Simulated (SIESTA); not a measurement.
HfO2:

```
Hf O
1.0
     3.55802    0.00000    0.00000
     0.00000    3.55802    0.00000
     0.00000    0.00000    5.17186
Hf O
2 4
Cartesian
  0.0000 0.0000 0.0000
  1.7790 1.7790 2.5859
  0.0000 1.7790 1.0199
  1.7790 0.0000 1.5660
  1.7790 0.0000 4.1519
  0.0000 1.7790 3.6059
```

Measurements of this composition are mostly on another form, of space group No. 14.

Base run:

- Program: SIESTA 5.4.2
- Functional: vdW-DF-cx
- Potentials or basis: PseudoDojo 0.4 standard (PBE files)
- Basis: DZP (energy shift 0.003 Ry; two zetas on semicore shells)
- Grid cutoff: 800 Ry
- Energy shift: 0.003 Ry
- k mesh: 8 × 8 × 5
- Occupations: fermi-dirac, width 0.05 eV
- Spin: no spin polarisation

Its results: band gap on the k mesh 4.56 eV, indirect (least direct gap 4.62 eV); pressure 6.7 GPa; largest force 0.278 eV/Å.

Problem. After a change of settings the same cell gave: band gap on the k mesh 4.60 eV, indirect (least direct gap 4.66 eV); pressure 12.7 GPa; largest force 0.301 eV/Å. Which change was it?
A. functional from vdW-DF-cx to LDA; potentials or basis from PseudoDojo 0.4 standard (PBE files) to PseudoDojo 0.4 standard (LDA files)
B. functional from vdW-DF-cx to PBE
C. functional from vdW-DF-cx to AM05; potentials or basis from PseudoDojo 0.4 standard (PBE files) to PseudoDojo 0.4 standard (PBEsol files)
D. functional from vdW-DF-cx to BLYP

Solution. B.

Caveats: short orbitals over semicore shells can move pressures by several GPa; spin-orbit coupling is left out, which moves the levels of the heavy elements; the basis of atomic orbitals isn't converged, which shifts pressures, moduli and gaps; the potentials were made for another functional, which shifts forces and pressure (some runs).

Not every run made on this cell is shown here.
